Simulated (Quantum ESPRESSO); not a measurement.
The system is KCl.

```
CELL_PARAMETERS angstrom
3.83920 0.00000 0.00000
0.00000 3.83920 0.00000
0.00000 0.00000 3.83920
ATOMIC_POSITIONS crystal
K 0.00000 0.00000 0.00000
Cl 0.50000 0.50000 0.50000
```

Measurements of this composition are mostly on another form, of space group No. 225.

Program: Quantum ESPRESSO 7.5. Alike in all runs: task dielectric tensor; level PBEsol; potentials or basis PseudoDojo 0.4.1 SR PBEsol standard; no spin polarisation; cell as given; cutoff (eV) 1007; smearing fermi-dirac 0.05 eV. Hardware: 1 thread of Intel(R) Xeon(R) Processor @ 2.50GHz (Skylake/Cascade Lake), with other jobs on the host.

Q: Order these runs on this cell by their wall time, lowest first.
A. k mesh 6 × 6 × 6, shifted; mesh quality not flagged
B. k mesh 2 × 2 × 2, shifted; mesh quality coarse
C. k mesh 4 × 4 × 4, shifted; mesh quality not flagged
D. k mesh 10 × 10 × 10, shifted; mesh quality not flagged

A: B (25 s), C (63 s), A (130 s), D (440 s).

Caveats: some runs use coarse meshes.
